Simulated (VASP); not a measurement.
# Br (Cmce) in VASP: a series of runs

Runs on Br. Level: LDA. Tasks: relaxation of cell and atoms.

Everything below comes from runs of VASP 6.6.1. Logs are shortened: lines on timing, memory, paths and dates and some standing lists are left out, and cuts for length are marked.

### Step 1. Starting point

Symmetry: Cmce, No. 64, orthorhombic system. Conventional cell: a = 6.726 Å, b = 4.645 Å, c = 8.702 Å, α = 90.00°, β = 90.00°, γ = 90.00°. Around Br (site symmetry m) lie 1 Br at 2.29 Å.

### Step 2. Relaxation of cell and atoms, LDA

INCAR reads:

```
ALGO     = Normal         # electronic algorithm
EDIFF    = 1E-6           # SCF threshold, eV
EDIFFG   = -0.01          # ionic threshold
ENCUT    = 600            # plane-wave cutoff, eV
GGA      = CA             # functional
IBRION   = 2              # ionic algorithm
ISIF     = 3              # what is computed and relaxed
ISMEAR   = 0              # smearing method
LASPH    = T              # aspherical terms in the spheres
LCHARG   = F              # write CHGCAR
LREAL    = F              # projectors in reciprocal space
LWAVE    = F              # write WAVECAR
NELM     = 80             # most SCF steps
NSW      = 90             # ionic steps
PREC     = Accurate       # precision mode
SIGMA    = 0.03           # smearing width, eV
```

KPOINTS reads:

```
k-points
0
Gamma
  8 8 4
```

POSCAR reads:

```
Br
1.0
    3.3632500000     -2.3225500000      0.0000000000
    3.3632500000      2.3225500000      0.0000000000
    0.0000000000      0.0000000000      8.7023000000
Br
4
Direct
    0.8651000000      0.1349000000      0.1099000000
    0.6349000000      0.3651000000      0.6099000000
    0.1349000000      0.8651000000      0.8901000000
    0.3651000000      0.6349000000      0.3901000000
```

Potentials or basis: VASP PAW LDA potentials, release 64 (Br).

Command:

```bash
$ cat potpaw_LDA.64/Br/POTCAR > POTCAR
$ mpirun -np 1 vasp_std > vasp.out
```

OUTCAR:

```text
EDIFF = 1E-6
   EDIFFG = -0.01
   ENCUT = 600
   GGA = CA
   IBRION = 2
   ISIF = 3
   ISMEAR = 0
   LASPH = T
   LREAL = F
   NELM = 80
   NSW = 90
   PREC = Accurate

 ion  position               nearest neighbor table
   1  0.865  0.135  0.110-   3 2.29
   2  0.635  0.365  0.610-   4 2.29
   3  0.135  0.865  0.890-   1 2.29
   4  0.365  0.635  0.390-   2 2.29

  LATTYP: Found a base centered orthorhombic cell.
 ALAT       =     4.6451000000
 B/A-ratio  =     1.4480850789
 C/A-ratio  =     1.8734365245

  Lattice vectors:

 A1 = (  -3.3632500000,  -2.3225500000,   0.0000000000)
 A2 = (   3.3632500000,  -2.3225500000,   0.0000000000)
 A3 = (   0.0000000000,   0.0000000000,   8.7023000000)

Analysis of symmetry for initial positions (statically):
=====================================================================
 Subroutine PRICEL returns:
 Original cell was already a primitive cell.

 Routine SETGRP: Setting up the symmetry group for a
 base centered orthorhombic supercell.

 Subroutine GETGRP returns: Found  8 space group operations
 (whereof  4 operations were pure point group operations)
 out of a pool of  8 trial point group operations.

The static configuration has the point symmetry C_2h.
 The point group associated with its full space group is D_2h.

Analysis of symmetry for dynamics (positions and initial velocities):
=====================================================================
 Subroutine PRICEL returns:
 Original cell was already a primitive cell.

 Routine SETGRP: Setting up the symmetry group for a
 base centered orthorhombic supercell.

 Subroutine GETGRP returns: Found  8 space group operations
 (whereof  4 operations were pure point group operations)
 out of a pool of  8 trial point group operations.

The dynamic configuration has the point symmetry C_2h.
 The point group associated with its full space group is D_2h.

 Subroutine INISYM returns: Found  8 space group operations
 (whereof  4 operations are pure point group operations),
 and found     1 'primitive' translations

----------------------------------------------------------------------------------------

                                     Primitive cell

  volume of cell :     135.9528

  direct lattice vectors                    reciprocal lattice vectors
     3.363250000 -2.322550000  0.000000000     0.148665725 -0.215280618  0.000000000
     3.363250000  2.322550000  0.000000000     0.148665725  0.215280618  0.000000000
     0.000000000  0.000000000  8.702300000     0.000000000  0.000000000  0.114912150

  length of vectors
     4.087259359  4.087259359  8.702300000     0.261624239  0.261624239  0.114912150

  position of ions in fractional coordinates (direct lattice)
     0.865100000  0.134900000  0.109900000
     0.634900000  0.365100000  0.609900000
     0.134900000  0.865100000  0.890100000
     0.365100000  0.634900000  0.390100000

  ion indices of the primitive-cell ions
   primitive index   ion index
                 1           1
                 2           2
                 3           3
                 4           4

----------------------------------------------------------------------------------------

 KPOINTS: k-points

Automatic generation of k-mesh.
 Grid dimensions read from file:
 generate k-points for:    8    8    4

 Generating k-lattice:

  Cartesian coordinates                     Fractional coordinates (reciprocal lattice)
     0.018583216 -0.026910077  0.000000000     0.125000000  0.000000000  0.000000000
     0.018583216  0.026910077  0.000000000     0.000000000  0.125000000  0.000000000
     0.000000000  0.000000000  0.028728037     0.000000000  0.000000000  0.250000000

  Length of vectors
     0.032703030  0.032703030  0.028728037

  Shift w.r.t. Gamma in fractional coordinates (k-lattice)
     0.000000000  0.000000000  0.000000000

 Subroutine IBZKPT returns following result:
 ===========================================

 Found     63 irreducible k-points:

 Following reciprocal coordinates:
            Coordinates               Weight
  0.000000  0.000000  0.000000      1.000000
  0.125000 -0.000000  0.000000      4.000000
  0.250000 -0.000000  0.000000      4.000000
  0.375000 -0.000000  0.000000      4.000000
  0.500000 -0.000000  0.000000      2.000000
  0.125000  0.125000  0.000000      2.000000
[... 16 lines left out ...]
  0.125000 -0.000000  0.250000      8.000000
  0.250000 -0.000000  0.250000      8.000000
 [... further k-points ...]
   k-points           NKPTS =     63   k-points in BZ     NKDIM =     63   number of bands    NBANDS=     18
   number of dos      NEDOS =    301   number of ions     NIONS =      4
   total plane-waves  NPLWV =  90720
   dimension x,y,z NGX =    36 NGY =   36 NGZ =   70
   dimension x,y,z NGXF=    72 NGYF=   72 NGZF=  140
   ions per type =               4
   NGX,Y,Z   is equivalent  to a cutoff of  14.64, 14.64, 13.37 a.u.
   NGXF,Y,Z  is equivalent  to a cutoff of  29.29, 29.29, 26.75 a.u.
 SYSTEM =  unknown system
   PREC   = accura    normal or accurate (medium, high low for compatibility)
   ISTART =      0    job   : 0-new  1-cont  2-samecut
   ICHARG =      2    charge: 1-file 2-atom 10-const
   ISPIN  =      1    spin polarized calculation?
   LNONCOLLINEAR =      F non collinear calculations
   LSORBIT =      F    spin-orbit coupling
   LASPH  =      T    aspherical Exc in radial PAW
   ENCUT  =  600.0 eV  44.10 Ry    6.64 a.u.   8.16  8.16 17.38*2*pi/ulx,y,z
   NELM   =     80;   NELMIN=  2; NELMDL= -5     # of ELM steps
   EDIFF  = 0.1E-05   stopping-criterion for ELM
   LREAL  =      F    real-space projection
   EDIFFG = -.1E-01   stopping-criterion for IOM
   NSW    =     90    number of steps for IOM
   IBRION =      2    ionic relax: 0-MD 1-quasi-New 2-CG
   NFREE  =      1    steps in history (QN), initial steepest desc. (CG)
   ISIF   =      3    stress and relaxation
   ISYM   =      2    0-nonsym 1-usesym 2-fastsym
   POTIM  = 0.5000    time-step for ionic-motion
   TEBEG  =    0.0;   TEEND  =   0.0 temperature during run
   PSTRESS=    0.0 pullay stress
   NELECT =      28.0000    total number of electrons
   NUPDOWN=      -1.0000    fix difference up-down
   EMIN   =  10.00;   EMAX   =-10.00  energy-range for DOS
   EFERMI =   0.00;   METHOD = LEGACY
   ISMEAR =     0;   SIGMA  =   0.03  broadening in eV -4-tet -1-fermi 0-gaus
   EFERMI_NEDOS =   21; number of points for ismear=-14 and -15
   IALGO  =     38    algorithm
   IMIX   =      4    mixing-type and parameters
     AMIX     =   0.40;   BMIX     =  1.00
     AMIX_MAG =   1.60;   BMIX_MAG =  1.00
  volume/ion in A,a.u.               =      33.99       229.36
  Fermi-wavevector in a.u.,A,eV,Ry     =   0.966788  1.826965 12.717090  0.934680
  Thomas-Fermi vector in A             =   2.096619
   LORBIT       =      0    0 simple, 1 ext, 2 COOP (PROOUT), +10 PAW based schemes
   GGA     = CA    functional components
   LHFCALC =     F    Hartree Fock is set to
   AEXX    =    0.0000 exact exchange contribution
   IVDW    =     0    specifies the selected vdW correction
   LEPSILON=     F    determine dielectric tensor
   LRPA    =     F    only Hartree local field effects (RPA)
 conjugate gradient relaxation of ions
 non-spin polarized calculation
 Gauss-broadening in eV      SIGMA  =   0.03
  energy-cutoff  :      600.00
  volume of cell :      135.95
 maximum number of plane-waves:      4564
 NGX is ok and might be reduce to    36
   NGX = 17   NGY = 17   NGZ = 35

--------------------------------------- Ionic step        1  -------------------------------------------

 number of electron      28.0000004 magnetization

 Free energy of the ion-electron system (eV)
  ---------------------------------------------------
  ext. energy  EPLUGINS =         0.00000000
  ---------------------------------------------------
  free energy    TOTEN  =        -8.07518348 eV

  energy without entropy =       -8.07518348  energy(sigma->0) =       -8.07518348

 E-fermi :  -0.2442     XC(G=0):  -8.3341

 val. band max:       -0.3814532493   @ k =   0.5000  -0.0000   0.5000
 cond. band min:       1.3441612375   @ k =   0.1250  -0.0000   0.0000
 fundamental gap:      1.7256144868
 Fermi energy:        -0.2441836790

 k-point     1 :       0.0000    0.0000    0.0000
  band No.  band energies     occupation
      1     -16.3581      2.00000
      2     -16.0404      2.00000
      3     -13.5246      2.00000
      4     -12.8479      2.00000
      5      -5.3777      2.00000
      6      -4.3569      2.00000
[... 481 lines left out ...]
      5      -5.2811      2.00000
      6      -4.7464      2.00000
[... 10 lines left out ...]
     17       6.3127      0.00000
     18       6.6462      0.00000

 [... further k-points ...]
[... 5 lines left out ...]
  --------------------------------------------------------------------------------------
  -------------------------------------------------------------------------------------
  Total       -0.9230343     -1.5968532     -0.5041804      0.0000000     -0.0000000      0.0000000
  in kB      -10.8777771    -18.8185992     -5.9416666      0.0000000     -0.0000000      0.0000000
  external PRESSURE =     -11.8793476 kB  Pullay stress =       0.0000000 kB
[... 95 lines left out ...]
  FREE ENERGIE OF THE ION-ELECTRON SYSTEM (eV)
  ---------------------------------------------------
  free  energy   TOTEN  =        -8.3528911032 eV

  energy  without entropy=       -8.3528911032  energy(sigma->0) =       -8.35289110

[... ionic steps 4 to 23 ...]

--------------------------------------- Ionic step       24  -------------------------------------------

 number of electron      28.0000001 magnetization

------------------------ aborting loop because EDIFF is reached ----------------------------------------
[... 71 lines left out ...]
--------------------------------------- Ionic step       26  -------------------------------------------

 number of electron      28.0000001 magnetization

 Free energy of the ion-electron system (eV)
  ---------------------------------------------------
  ext. energy  EPLUGINS =         0.00000000
  ---------------------------------------------------
  free energy    TOTEN  =        -8.51749021 eV

  energy without entropy =       -8.51749021  energy(sigma->0) =       -8.51749021

 E-fermi :   1.7266     XC(G=0):  -9.2892

 val. band max:        1.5323463693   @ k =   0.0000   0.0000   0.0000
 cond. band min:       2.5931591102   @ k =   0.5000   0.3750   0.0000
 fundamental gap:      1.0608127409
 Fermi energy:         1.7265742835

 k-point     1 :       0.0000    0.0000    0.0000
  band No.  band energies     occupation
      1     -14.9137      2.00000
      2     -13.9879      2.00000
      3     -12.8329      2.00000
      4     -11.1386      2.00000
      5      -4.1016      2.00000
      6      -2.1563      2.00000
[... 481 lines left out ...]
      5      -4.0188      2.00000
      6      -3.2727      2.00000
[... 10 lines left out ...]
     17       8.4452      0.00000
     18       8.6382      0.00000

 [... further k-points ...]
[... 5 lines left out ...]
  --------------------------------------------------------------------------------------
  -------------------------------------------------------------------------------------
  Total       -0.0231465     -0.0009931     -0.0023476      0.0000000      0.0000000      0.0000000
  in kB       -0.3369206     -0.0144549     -0.0341714      0.0000000      0.0000000      0.0000000
  external PRESSURE =      -0.1285156 kB  Pullay stress =       0.0000000 kB
[... 19 lines left out ...]
  FREE ENERGIE OF THE ION-ELECTRON SYSTEM (eV)
  ---------------------------------------------------
  free  energy   TOTEN  =        -8.5174902085 eV

  energy  without entropy=       -8.5174902085  energy(sigma->0) =       -8.51749021

 reached required accuracy - stopping structural energy minimisation
```

Wall time 38 min (1 thread of Intel Xeon Platinum 8259CL at 2.50GHz (Skylake/Cascade Lake), shared host); peak memory 0.35 GiB.

What came out:

- Free energy: -8.5175 eV
- Relaxed volume: 27.52 Å³/atom
- Relaxed cell: a = 3.866 Å, b = 3.866 Å, c = 8.417 Å, α = 90.00°, β = 90.00°, γ = 61.03°
- Space group after relaxing (to 0.05 Å): Cmce (No. 64)
- Energy gained by relaxing: 110.6 meV/atom
- Ionic steps: 26
- Pressure after relaxing: 0.0 GPa
- Band gap on the k mesh: 1.06 eV, indirect (least direct gap 1.27 eV)

Forces on the atoms (eV/Å):
```
Br   0.000 -0.002  0.002
Br   0.000  0.002  0.002
Br   0.000  0.002 -0.002
Br   0.000 -0.002 -0.002
```

Step by step:
```csv
step,energy change (eV),largest force (eV/Å),pressure (GPa),volume (Å³)
1,0.0000,0.7274,-1.19,135.95
2,-0.1238,0.2738,-2.09,131.05
3,-0.2777,0.4233,-2.99,119.70
4,-0.3435,0.3466,-1.99,115.52
5,-0.3774,0.3303,-0.58,111.09
6,-0.3785,0.3397,-0.21,110.11
7,-0.3865,0.2777,-0.15,110.27
8,-0.4009,0.1620,0.09,110.74
9,-0.4026,0.2076,0.23,110.97
10,-0.4097,0.1538,-0.10,111.49
11,-0.4157,0.0531,-0.74,112.53
12,-0.4221,0.0798,-0.59,112.10
13,-0.4337,0.1771,-0.09,110.77
14,-0.4346,0.2183,0.12,110.25
15,-0.4395,0.1147,-0.08,110.06
16,-0.4404,0.0637,-0.20,109.93
17,-0.4416,0.0443,0.08,109.44
18,-0.4416,0.0413,0.13,109.36
19,-0.4419,0.0160,0.04,109.51
20,-0.4420,0.0216,0.02,109.57
21,-0.4421,0.0157,0.03,109.67
22,-0.4422,0.0063,0.06,109.84
23,-0.4423,0.0126,-0.05,110.09
24,-0.4423,0.0123,-0.04,110.07
25,-0.4423,0.0115,-0.03,110.04
26,-0.4423,0.0023,-0.01,110.07
```

Final structure:
```yaml
crystal:
  lattice:
    - [3.33055, -1.96309, 0.00000]
    - [3.33055, 1.96309, 0.00000]
    - [0.00000, 0.00000, 8.41747]
  atoms:
    - { symbol: Br, position: [0.83730, 0.16270, 0.12086] }
    - { symbol: Br, position: [0.66270, 0.33730, 0.62086] }
    - { symbol: Br, position: [0.16270, 0.83730, 0.87914] }
    - { symbol: Br, position: [0.33730, 0.66270, 0.37914] }
```

Levels at points of the mesh, in eV from the valence-band top:
```csv
k point,band 12,band 13,band 14,band 15,band 16,band 17
"(0.00, 0.00, 0.00)",-0.90,-0.53,0.00,1.27,2.26,5.69
"(0.50, 0.00, 0.00)",-1.97,-0.94,-0.94,2.50,2.50,6.26
"(0.50, 0.50, 0.00)",-1.89,-1.11,-0.47,1.13,1.99,5.96
"(0.00, 0.00, 0.50)",-1.11,-0.21,-0.21,1.43,1.43,6.34
"(0.50, 0.00, 0.50)",-1.16,-0.05,-0.05,1.50,1.50,6.78
"(0.50, 0.50, 0.50)",-1.42,-1.40,-1.40,1.27,1.27,7.24
```

Caveat: the volume moved by over 15 % at a fixed basis, so the end points are rough; the volume moved by -19 % from the deposited cell, more than functionals usually miss. LDA usually gives volumes a few per cent too small.

### Step 3. Relaxation of cell and atoms, LDA

This run uses another cell than the first one, of 27.52 Å³/atom, 0.810 times its volume.

INCAR: that of step 2 with these lines changed.

```diff
@@ -1,4 +1,4 @@
 ALGO     = Normal         # electronic algorithm
-EDIFF    = 1E-6           # SCF threshold, eV
-EDIFFG   = -0.01          # ionic threshold
+EDIFF    = 1E-7           # SCF threshold, eV
+EDIFFG   = -0.005         # ionic threshold
 ENCUT    = 600            # plane-wave cutoff, eV
```

KPOINTS is that of step 2.

POSCAR reads:

```
Br                                      
1.0
    3.3305506657     -1.9630882451      0.0000000000
    3.3305506657      1.9630882451     -0.0000000000
    0.0000000000     -0.0000000000      8.4174737282
  Br            
     4
Direct
     0.8373009793686967    0.1626990206313029    0.1208608859854286
     0.6626990206313033    0.3373009793686971    0.6208608859854287
     0.1626990206313029    0.8373009793686967    0.8791391140145713
     0.3373009793686971    0.6626990206313033    0.3791391140145715
```

Potentials or basis: VASP PAW LDA potentials, release 64 (Br).

Command:

```bash
$ cat potpaw_LDA.64/Br/POTCAR > POTCAR
$ mpirun -np 1 vasp_std > vasp.out
```

Run time: 4.8 min. Hardware: 1 thread of Intel Xeon Platinum 8259CL at 2.50GHz (Skylake/Cascade Lake), shared host; peak memory 0.28 GiB.

The run converged. Its results:

| Item | Value |
| --- | --- |
| Free energy | -8.5163 eV |
| Relaxed volume | 27.48 Å³/atom |
| Relaxed cell | a = 3.863 Å, b = 3.863 Å, c = 8.417 Å, α = 90.00°, β = 90.00°, γ = 61.08° |
| Space group after relaxing (to 0.05 Å) | Cmce (No. 64) |
| Energy gained by relaxing | 0.0 meV/atom |
| Ionic steps | 3 |
| Pressure after relaxing | 0.0 GPa |
| Band gap on the k mesh | 1.06 eV, indirect (least direct gap 1.26 eV) |

Final structure:
```
CELL_PARAMETERS angstrom
3.32674 -1.96269 0.00000
3.32674 1.96269 0.00000
0.00000 0.00000 8.41723
ATOMIC_POSITIONS crystal
Br 0.83738 0.16262 0.12090
Br 0.66262 0.33738 0.62090
Br 0.16262 0.83738 0.87910
Br 0.33738 0.66262 0.37910
```

Levels at points of the mesh, in eV from the valence-band top:
```csv
k point,band 12,band 13,band 14,band 15,band 16,band 17
"(0.00, 0.00, 0.00)",-0.90,-0.53,0.00,1.26,2.26,5.70
"(0.50, 0.00, 0.00)",-1.97,-0.94,-0.94,2.50,2.50,6.26
"(0.50, 0.50, 0.00)",-1.89,-1.11,-0.47,1.13,1.99,5.96
"(0.00, 0.00, 0.50)",-1.11,-0.21,-0.21,1.43,1.43,6.35
"(0.50, 0.00, 0.50)",-1.16,-0.05,-0.05,1.50,1.50,6.78
"(0.50, 0.50, 0.50)",-1.43,-1.40,-1.40,1.27,1.27,7.24
```

A k mesh can miss the band edges. Expect the measured gap to be larger: semilocal functionals such as LDA lack the derivative discontinuity.
